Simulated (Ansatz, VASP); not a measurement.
**CO2 in two plane-wave programs**

Wanted: the spread between two codes on one cell, functional and k mesh. The cell is taken from a series of runs on this material, whose earlier steps may have relaxed, scaled, displaced or heated it; both programs get it as it stands.

Program: Ansatz 0.2.0. Level of theory: plane waves, with VASP 6.6.1 beside it; single point at PBEsol. Results are calculated unless marked as measured.

## 1. The starting structure

The structure is orthorhombic, space group Pna2_1 (No. 33). The conventional cell has a = 10.995 Å, b = 3.767 Å, c = 5.583 Å, α = 90.00°, β = 90.00°, γ = 90.00°. O has 1 C at 1.18 Å nearest. O has 1 C at 1.17 Å nearest. Nearest to C lie 2 O at 1.17 to 1.18 Å. Farther neighbours and most contacts between anions are not listed.

## 2. VASP: single point, PBEsol, pair 1

With cell and atoms fixed, the geometry can't cause a difference; cores, projectors, grids and the points listed under the comparison can.

Lines of VASP's logs that name or quote its potential files are left out, and so is its time.

INCAR

```
SYSTEM = CO2
PREC = Accurate
ENCUT = 600
EDIFF = 1E-06
NELM = 120
ISMEAR = -1
SIGMA = 0.02
LREAL = .FALSE.
ALGO = Normal
GGA = PS
NBANDS = 44
LORBIT = 11
LWAVE = .FALSE.
LCHARG = .FALSE.
ISIF = 2
LASPH = .TRUE.
GGA_COMPAT = .FALSE.
EFERMI = MIDGAP
KPAR = 2
```

POSCAR

```
CO2
1.0
   10.9946670000      0.0000000000      0.0000000000
    0.0000000000      3.7668170000      0.0000000000
    0.0000000000      0.0000000000      5.5832640000
O C
8 4
Direct
    0.2625500000      0.3532580000      0.1571000000
    0.7374500000      0.6467420000      0.6571000000
    0.2374500000      0.8532580000      0.6571000000
    0.7625500000      0.1467420000      0.1571000000
    0.0654210000      0.1722890000      0.0486220000
    0.9345790000      0.8277110000      0.5486220000
    0.4345790000      0.6722890000      0.5486220000
    0.5654210000      0.3277110000      0.0486220000
    0.1637600000      0.2627180000      0.1022770000
    0.8362400000      0.7372820000      0.6022770000
    0.3362400000      0.7627180000      0.6022770000
    0.6637600000      0.2372820000      0.1022770000
```

KPOINTS

```
Automatic mesh
0
Gamma
2 5 3
0 0 0
```

PAW data sets: O and C (PBE family, release 64).

Run with:

```sh
mpirun -np 2 vasp_std
```

Numbers of over 12 decimals in the logs are rounded to 6 here.

What it wrote:

```text
[banner, memory and clock lines left out]
running    2 mpi-ranks, on    1 nodes
 distrk:  each k-point on    1 cores,    2 groups
 distr:  one band on    1 cores,    1 groups

 POSCAR found type information on POSCAR O C
 POSCAR found :  2 types and      12 ions
|                                                                             |
|               ----> ADVICE to this user running VASP <----                  |
|                                                                             |
|     You enforced a specific xc type in the INCAR file but a different       |
|     [... a line on the potential file left out ...]
|     I HOPE YOU KNOW WHAT YOU ARE DOING!                                     |
|                                                                             |

 LDA part: xc-table for (Slater+PW92), standard interpolation
 POSCAR, INCAR and KPOINTS ok, starting setup
 FFT: planning ... GRIDC
 FFT: planning ... GRID_SOFT
 FFT: planning ... GRID
 WAVECAR not read
 entering main loop
       N       E                     dE             d eps       ncg     rms          rms(c)
DAV:   1     0.474163504764E+03    0.47416E+03   -0.34127E+04  1056   0.143E+03
DAV:   2    -0.593526605311E+02   -0.53352E+03   -0.51846E+03  1388   0.322E+02
DAV:   3    -0.100641541505E+03   -0.41289E+02   -0.41009E+02  1272   0.950E+01
DAV:   4    -0.101256170579E+03   -0.61463E+00   -0.61045E+00  1256   0.127E+01
DAV:   5    -0.101267771217E+03   -0.11601E-01   -0.11593E-01  1216   0.170E+00    0.184E+01
DAV:   6    -0.957044139414E+02    0.55634E+01   -0.16794E+01  1180   0.214E+01    0.866E+00
DAV:   7    -0.952760509670E+02    0.42836E+00   -0.10107E+00  1188   0.545E+00    0.480E+00
DAV:   8    -0.951373323337E+02    0.13872E+00   -0.68937E-01  1204   0.391E+00    0.927E-01
DAV:   9    -0.951257443195E+02    0.11588E-01   -0.42274E-02  1200   0.115E+00    0.373E-01
DAV:  10    -0.951269889983E+02   -0.12447E-02   -0.14272E-02  1228   0.540E-01    0.957E-02
DAV:  11    -0.951275646908E+02   -0.57569E-03   -0.33481E-04  1236   0.153E-01    0.493E-02
DAV:  12    -0.951278497840E+02   -0.28509E-03   -0.16814E-04  1152   0.711E-02    0.220E-02
DAV:  13    -0.951278950238E+02   -0.45240E-04   -0.52552E-05  1196   0.405E-02    0.592E-03
DAV:  14    -0.951278972115E+02   -0.21876E-05   -0.17099E-06   884   0.123E-02    0.340E-03
DAV:  15    -0.951278982836E+02   -0.10721E-05   -0.17970E-06   764   0.824E-03    0.119E-03
DAV:  16    -0.951278983553E+02   -0.71696E-07   -0.21523E-07   584   0.238E-03
   1 F= -.95127898E+02 E0= -.95127898E+02  d E =0.000000E+00
```

Parts of OUTCAR (step 2):

```text
ion  position               nearest neighbor table
   1  0.263  0.353  0.157-   9 1.18
   2  0.737  0.647  0.657-  10 1.18
   3  0.237  0.853  0.657-  11 1.18
   4  0.763  0.147  0.157-  12 1.18
   5  0.065  0.172  0.049-   9 1.17
   6  0.935  0.828  0.549-  10 1.17
   7  0.435  0.672  0.549-  11 1.17
   8  0.565  0.328  0.049-  12 1.17
   9  0.164  0.263  0.102-   5 1.17   1 1.18
  10  0.836  0.737  0.602-   6 1.17   2 1.18
  11  0.336  0.763  0.602-   7 1.17   3 1.18
  12  0.664  0.237  0.102-   8 1.17   4 1.18

  LATTYP: Found a simple orthorhombic cell.
 ALAT       =     3.7668170000
 B/A-ratio  =     1.4822233201
 C/A-ratio  =     2.9188216470

 Subroutine GETGRP returns: Found  4 space group operations
 (whereof  1 operations were pure point group operations)

The static configuration has the point symmetry C_1 .
 The point group associated with its full space group is C_2v.

 Found     12 irreducible k-points:

   k-points           NKPTS =     12   k-points in BZ     NKDIM =     12   number of bands    NBANDS=     44

   dimension x,y,z NGX =    90 NGY =   30 NGZ =   48
   dimension x,y,z NGXF=   180 NGYF=   60 NGZF=   96

   ENCUT  =  600.0 eV  44.10 Ry    6.64 a.u.  21.96  7.52 11.15*2*pi/ulx,y,z

   NELECT =      64.0000    total number of electrons

 k-points in reciprocal lattice and weights: Automatic mesh
   0.00000000  0.00000000  0.00000000       0.033
   0.50000000  0.00000000  0.00000000       0.033
   0.00000000  0.20000000  0.00000000       0.067
   0.50000000  0.20000000  0.00000000       0.067
   0.00000000  0.40000000  0.00000000       0.067
   0.50000000  0.40000000  0.00000000       0.067
   0.00000000  0.00000000  0.33333333       0.067
   0.50000000  0.00000000  0.33333333       0.067
   0.00000000  0.20000000  0.33333333       0.133
   0.50000000  0.20000000  0.33333333       0.133
   0.00000000  0.40000000  0.33333333       0.133
   0.50000000  0.40000000  0.33333333       0.133

 average (electrostatic) potential at core
       1 -78.6399       2 -78.6399       3 -78.6399       4 -78.6399       5 -78.5876
       6 -78.5876       7 -78.5876       8 -78.5876       9 -59.8330      10 -59.8330
      11 -59.8330      12 -59.8330

 E-fermi :  -1.7504

 k-point     1 :       0.0000    0.0000    0.0000
  band No.  band energies     occupation
    ...
     28      -5.1864      2.00000
     29      -5.1309      2.00000
     30      -5.0933      2.00000
     31      -5.0396      2.00000
     32      -4.9942      2.00000
     33       1.4934      0.00000
     34       2.4164      0.00000
     35       2.9169      0.00000
     36       3.0514      0.00000
     37       3.1205      0.00000
    ...

 k-point     2 :       0.5000    0.0000    0.0000
  band No.  band energies     occupation
    ...
     28      -5.1751      2.00000
     29      -5.1028      2.00000
     30      -5.1028      2.00000
     31      -5.0251      2.00000
     32      -5.0251      2.00000
     33       1.8487      0.00000
     34       1.8487      0.00000
     35       2.9374      0.00000
     36       2.9374      0.00000
     37       3.1685      0.00000
    ...

 k-point     3 :       0.0000    0.2000    0.0000
  band No.  band energies     occupation
    ...
     28      -5.2010      2.00000
     29      -5.1747      2.00000
     30      -5.1068      2.00000
     31      -5.0990      2.00000
     32      -5.0309      2.00000
     33       2.0690      0.00000
     34       2.8553      0.00000
     35       3.0412      0.00000
     36       3.0993      0.00000
     37       3.1896      0.00000
    ...

  Total       -1.4408356     -0.4139153     -0.5160487      0.0000000      0.0000000      0.0000000
  in kB       -9.9834409     -2.8679875     -3.5756621      0.0000000      0.0000000      0.0000000
  external PRESSURE =      -5.4756968 kB  Pullay stress =       0.0000000 kB

  energy-cutoff  :      600.00
  volume of cell :      231.23
      direct lattice vectors                 reciprocal lattice vectors
    10.994667000  0.000000000  0.000000000     0.090953187  0.000000000  0.000000000
     0.000000000  3.766817000  0.000000000     0.000000000  0.265476130  0.000000000
     0.000000000  0.000000000  5.583264000     0.000000000  0.000000000  0.179106702

 POSITION                                       TOTAL-FORCE (eV/Angst)
 -----------------------------------------------------------------------------------
      2.88665      1.33066      0.87713        -0.197169     -0.027523     -0.057620
      8.10802      2.43616      3.66876         0.197169      0.027523     -0.057620
      2.61068      3.21407      3.66876         0.197169     -0.027523     -0.057620
      8.38398      0.55275      0.87713        -0.197169      0.027523     -0.057620
      0.71928      0.64898      0.27147         0.124579      0.031600      0.047417
     10.27538      3.11784      3.06310        -0.124579     -0.031600      0.047417
      4.77805      2.53239      3.06310        -0.124579      0.031600      0.047417
      6.21662      1.23443      0.27147         0.124579     -0.031600      0.047417
      1.80049      0.98961      0.57104        -0.028372      0.006842      0.010203
      9.19418      2.77721      3.36267         0.028372     -0.006842      0.010203
      3.69685      2.87302      3.36267         0.028372      0.006842      0.010203
      7.29782      0.89380      0.57104        -0.028372     -0.006842      0.010203
 -----------------------------------------------------------------------------------
    total drift:                                0.000000      0.000000      0.000701

  FREE ENERGIE OF THE ION-ELECTRON SYSTEM (eV)
  ---------------------------------------------------
  free  energy   TOTEN  =       -95.1278983553 eV

  energy  without entropy=      -95.1278983553  energy(sigma->0) =      -95.12789836

 total charge
# of ion       s       p       d       tot
------------------------------------------
    1        1.595   3.534   0.000   5.129
    2        1.595   3.534   0.000   5.129
    3        1.595   3.534   0.000   5.129
    4        1.595   3.534   0.000   5.129
    5        1.599   3.528   0.000   5.127
    6        1.599   3.528   0.000   5.127
    7        1.599   3.528   0.000   5.127
    8        1.599   3.528   0.000   5.127
    9        0.927   1.801   0.000   2.728
   10        0.927   1.801   0.000   2.728
   11        0.927   1.801   0.000   2.728
   12        0.927   1.801   0.000   2.728
--------------------------------------------------
tot         16.484  35.453   0.000  51.937

[... 3 further parts left out ...]
```

The run ends at a pressure of -0.55 GPa, with forces up to 0.21 eV/Å.

## 3. Ansatz: single point, PBEsol, pair 1

Ansatz runs on its default PAW (the set named soft_2) files.

The same cell, functional, mesh and smearing now go to Ansatz, which takes its cutoff from its data sets.

input.yaml

```yaml
crystal:
  lattice:
    - [10.994667, 0.0, 0.0]
    - [0.0, 3.766817, 0.0]
    - [0.0, 0.0, 5.583264]
  atoms:
    - { symbol: O, position: [0.26255, 0.353258, 0.1571] }
    - { symbol: O, position: [0.73745, 0.646742, 0.6571] }
    - { symbol: O, position: [0.23745, 0.853258, 0.6571] }
    - { symbol: O, position: [0.76255, 0.146742, 0.1571] }
    - { symbol: O, position: [0.065421, 0.172289, 0.048622] }
    - { symbol: O, position: [0.934579, 0.827711, 0.548622] }
    - { symbol: O, position: [0.434579, 0.672289, 0.548622] }
    - { symbol: O, position: [0.565421, 0.327711, 0.048622] }
    - { symbol: C, position: [0.16376, 0.262718, 0.102277] }
    - { symbol: C, position: [0.83624, 0.737282, 0.602277] }
    - { symbol: C, position: [0.33624, 0.762718, 0.602277] }
    - { symbol: C, position: [0.66376, 0.237282, 0.102277] }
kpoints:
  mp_grid: { grid: [2, 5, 3] }
scf:
  occupations: { method: fermi_dirac, width: 0.02 }
hamiltonian:
  xc: pbesol
output:
  forces: true
  stress: true
  efg: { quadrupole_moments_barn: { O: -0.02558 } }
```

Run with:

```sh
ansatz run input.yaml --threads 4 --pin off --max-ram 8192MiB --backend cpu --events-out ev --progress --plain --runs-dir out
```

What it wrote:

```text
Engine: ansatz 0.2.0, x86_64-unknown-linux-gnu
Pseudopotentials: kind: paw
Pseudopotential: O, paw, valence charge 6, recommended cutoff 420 eV (normal), O.paw.azcp
Pseudopotential: C, paw, valence charge 4, recommended cutoff 420 eV (normal), C.paw.azcp
Functional definition: PBEsol
  exchange = pbesol_x
  correlation = pbesol_c
Crystal: 12 atoms, lattice volume = 231.230 Å³
Basis set: ecut = 420 eV, 4539 PW (Γ), exchange–correlation on 150×54×80 points (8 copies of the dense FFT grid, shifted against one another)
Bands: 44, of which v1, the nominal top of the filled ones, is band 32 counted from 1 (31 counted from 0)
Symmetry: 4 space group operations
Space group: Pna21 (ITA 33), of the structure as read, at distance tolerance 6.1e-5 Å
k-points: 12 of 30 (time reversal used)
Non-local potential: O, projectors of the file, l = 0: 2, l = 1: 2, l = 2: 1
Non-local potential: C, projectors of the file, l = 0: 2, l = 1: 2, l = 2: 1
PAW form: soft (Blöchl's): semilocal exchange-correlation on the pseudo side does not see the compensation charge
PAW frozen core: O, regenerated for the run's functional, and the local potential with it (the file was generated under x = pbe(κ = 0.804, μ = 0.219515), c = pbe(β = 0.066725))
PAW frozen core: C, regenerated for the run's functional, and the local potential with it (the file was generated under x = pbe(κ = 0.804, μ = 0.219515), c = pbe(β = 0.066725))
PAW one-centre angular grid: O, 110 points (default); XC on 64 Gauss nodes
PAW one-centre angular grid: C, 110 points (default); XC on 64 Gauss nodes
Initial density: superposition of atomic densities (neutral atoms: chi_scale 0, normalization atom), corrected by the library's trained network
Initial wavefunctions: pseudopotential atomic-orbital guess
Functional: x = pbesol(κ = 0.804, μ = 0.123457), c = pbesol(β = 0.046)
SCF iter   1: F=—  HF=-5468.779253 eV  |F-HF|=—  |Δ(HF+E_count)|=         —  Δρ=6.28e-3  dr2=6.60e-2  ethr=1.77e-3  ⟨swp⟩=7.4  Hψ=2414  notcnv=0  defer=5
preconditioner: auto → Resta (q_TF=auto, 2.202 Å⁻¹)  ε∞=2.6  [insulator: Δε(μ)=6.425 eV  Ē_g=15.491 eV  σ=0.020 eV  W_gap=1.00  n_scr=42 (ndim 8)  ℏωp=19.5 eV  f_vac=0.340  D(μ)=0.00/eV (n_scr^D=0)  ε∞_Penn≈2.6]
SCF iter   2: F=—  HF=-5468.766592 eV  |F-HF|=—  |Δ(HF+E_count)|=   1.27e-2  Δρ=2.25e-3  dr2=8.46e-3  ethr=1.03e-4  ⟨swp⟩=2.8  Hψ=1021  notcnv=0  defer=43
SCF iter   3: F=—  HF=-5468.766669 eV  |F-HF|=—  |Δ(HF+E_count)|=   7.72e-5  Δρ=1.02e-3  dr2=1.74e-3  ethr=1.32e-5  ⟨swp⟩=2.0  Hψ=882  notcnv=0  defer=19
automatic band count: iteration 3 solves 42 bands in place of 44: the levels show a gap, and the empty bands left out lie too high to hold charge; the band table lists the bands solved (type scf.n_extra_bands for more)
SCF iter   4: F=—  HF=-5468.766662 eV  |F-HF|=—  |Δ(HF+E_count)|=   7.12e-6  Δρ=4.11e-4  dr2=3.05e-4  ethr=2.72e-6  ⟨swp⟩=2.0  Hψ=872  notcnv=0  defer=19
SCF iter   5: F=—  HF=-5468.766760 eV  |F-HF|=—  |Δ(HF+E_count)|=   9.85e-5  Δρ=2.10e-4  dr2=9.50e-5  ethr=4.77e-7  ⟨swp⟩=2.8  Hψ=987  notcnv=0  defer=19
SCF iter   6: F=—  HF=-5468.766390 eV  |F-HF|=—  |Δ(HF+E_count)|=   3.71e-4  Δρ=5.42e-5  dr2=5.03e-6  ethr=1.48e-7  ⟨swp⟩=2.2  Hψ=813  notcnv=0  defer=19
SCF iter   7: F=—  HF=-5468.766399 eV  |F-HF|=—  |Δ(HF+E_count)|=   9.79e-6  Δρ=1.24e-5  dr2=3.83e-7  ethr=7.86e-9  ⟨swp⟩=2.2  Hψ=786  notcnv=0  defer=19
SCF iter   8: F=-5468.766400 eV  HF=-5468.766400 eV  |F-HF|=2.26e-8  |Δ(HF+E_count)|=   4.17e-7  Δρ=3.62e-6  dr2=2.23e-8  ethr=1.56e-10  ⟨swp⟩=4.6  Hψ=1691  notcnv=0
SCF 1 converged in 8 iterations: F = -5468.766400 eV  dr2 = 2.23e-8
  greatest PAW one-centre occupation: 0.884 electrons in one spin orbital (limit 2), on the O atom at site 7 (counted from 0), in its partial waves of l = 0
SCF converged after 8 iterations
Free energy (F): -5468.766400 eV
Harris-Foulkes:  -5468.766400 eV  (|F-HF|=2.26e-8)
Internal energy: -5468.766400 eV  (E = F + TS)
E sigma→0 (E₀):  -5468.766400 eV
Fermi energy:    -0.554135 eV
--- Per-component energies (eV) ---
  E_band       = -691.745732
  E_kinetic    = 1732.288167
  E_local      = -5528.439714  (includes V_loc(G=0)·N_el)
  E_nonlocal   = 501.849836
  E_hartree    = 1937.058792
  E_xc         = -753.660427
  E_vxc        = -957.275874  (∫ρ·V_xc dr)
  E_paw        = -1601.170440  (= ΣΔE_a)
  E_vpaw       = -314.309278  (= ΣTr[D̂ρ^β])
  E_aug_tail   = 0.019390  (compensation charges beyond the density's cutoff)
  E_ewald      = -1757.078709
  E_core_change = 0.366705  (= ΣΔE_core)
  E_smearing   = -0.000000  (= −TS)
  E_closure    = 0.000000  (closes the sum)
  Σ components = -5468.766400   (vs F -5468.766400, Δ=0.00e0)
--- Forces (eV/Å), atoms counted from 1 ---
  atom   1  O     -0.77735487    -0.21207220    -0.22404854
  atom   2  O      0.77735487     0.21207220    -0.22404854
  atom   3  O      0.77735487    -0.21207220    -0.22404854
  atom   4  O     -0.77735487     0.21207220    -0.22404854
  atom   5  O      0.73103115     0.22311612     0.21595786
  atom   6  O     -0.73103115    -0.22311612     0.21595786
  atom   7  O     -0.73103115     0.22311612     0.21595786
  atom   8  O      0.73103115    -0.22311612     0.21595786
  atom   9  C     -0.04960353    -0.00012828     0.00809004
  atom  10  C      0.04960353     0.00012828     0.00809004
  atom  11  C      0.04960353    -0.00012828     0.00809004
  atom  12  C     -0.04960353     0.00012828     0.00809004
  max |Σ_I F_I| component: 2.54e-6 eV/Å
--- Stress (GPa, compression-positive) ---
       -4.238534       0.000000       0.000000
        0.000000      -0.349773       0.000000
        0.000000       0.000000      -0.338339
  P = ⅓ Tr σ = -1.6422 GPa (-16.422 kbar)
--- PAW observables at the nuclei: V_zz in 10²¹ V/m², potentials from the cell's mean, atoms counted from 1 ---
  atom   1  O  V_zz =    +7.318136   η = 0.0220   by run symmetry: allowed   C_q = -4.5264 MHz
            electrostatic potential = -611.739494 V   contact ρ = none
  atom   2  O  V_zz =    +7.318136   η = 0.0220   by run symmetry: allowed   C_q = -4.5264 MHz
            electrostatic potential = -611.739494 V   contact ρ = none
  atom   3  O  V_zz =    +7.318136   η = 0.0220   by run symmetry: allowed   C_q = -4.5264 MHz
            electrostatic potential = -611.739494 V   contact ρ = none
  atom   4  O  V_zz =    +7.318136   η = 0.0220   by run symmetry: allowed   C_q = -4.5264 MHz
            electrostatic potential = -611.739494 V   contact ρ = none
  atom   5  O  V_zz =    +6.658691   η = 0.0506   by run symmetry: allowed   C_q = -4.1185 MHz
            electrostatic potential = -611.812196 V   contact ρ = none
  atom   6  O  V_zz =    +6.658691   η = 0.0506   by run symmetry: allowed   C_q = -4.1185 MHz
            electrostatic potential = -611.812196 V   contact ρ = none
  atom   7  O  V_zz =    +6.658691   η = 0.0506   by run symmetry: allowed   C_q = -4.1185 MHz
            electrostatic potential = -611.812196 V   contact ρ = none
  atom   8  O  V_zz =    +6.658691   η = 0.0506   by run symmetry: allowed   C_q = -4.1185 MHz
            electrostatic potential = -611.812196 V   contact ρ = none
  atom   9  C  V_zz =    -2.875222   η = 0.0152   by run symmetry: allowed
            electrostatic potential = -402.771121 V   contact ρ = none
  atom  10  C  V_zz =    -2.875222   η = 0.0152   by run symmetry: allowed
            electrostatic potential = -402.771121 V   contact ρ = none
  atom  11  C  V_zz =    -2.875222   η = 0.0152   by run symmetry: allowed
            electrostatic potential = -402.771121 V   contact ρ = none
  atom  12  C  V_zz =    -2.875222   η = 0.0152   by run symmetry: allowed
            electrostatic potential = -402.771121 V   contact ρ = none
```

The column dr2 measures how far the density is from self-consistency, as an energy; F and HF (Harris–Foulkes) agree once it is small.

The run ends at a pressure of -1.64 GPa, with forces up to 0.84 eV/Å.

## 4. Comparison

Known differences besides the potentials themselves: the cutoff is 420 eV in Ansatz and 600 eV in VASP; Ansatz makes its cores anew for this functional, VASP keeps those of its PBE data sets. Total energies have different zeros and are not compared.

Compared:

```
              quantity  Ansatz   VASP  difference
        pressure (GPa)   -1.64  -0.55       -1.09
gap on the k mesh (eV)   6.507  6.488      +0.020
```

Forces on 8 of the 12 atoms, those with the largest forces and the largest differences (eV/Å; atoms numbered as in POSCAR):

```
atom          Ansatz x, y, z            VASP x, y, z
  O1  -0.777, -0.212, -0.224  -0.197, -0.028, -0.058
  O2    0.777, 0.212, -0.224    0.197, 0.028, -0.058
  O3   0.777, -0.212, -0.224   0.197, -0.028, -0.058
  O4   -0.777, 0.212, -0.224   -0.197, 0.028, -0.058
  O5     0.731, 0.223, 0.216     0.125, 0.032, 0.047
  O6   -0.731, -0.223, 0.216   -0.125, -0.032, 0.047
  O7    -0.731, 0.223, 0.216    -0.125, 0.032, 0.047
  O8    0.731, -0.223, 0.216    0.125, -0.032, 0.047
```

The forces differ by 304 meV/Å r.m.s., where the r.m.s. force is 0.385 eV/Å in Ansatz and 0.083 eV/Å in VASP: the atoms lie near their places of rest in VASP, so a percentage would say little (all taken over all components). A gap on the mesh is an upper bound, since the band edges may lie between its points.

[end of part 1 of 2]

[Lines on the potential files, build, host, timing and source positions are cut from VASP's logs without a mark.]

[Logs are printed without paths, hosts, clocks, repeated set-up lines and the standing remarks that a program may print on its own settings, such as how far it seeks lower states.]

[Hosts, paths, dates, database ids (printed as entryN), source tags and the programs' standing remarks are cut or masked in the printed files.]
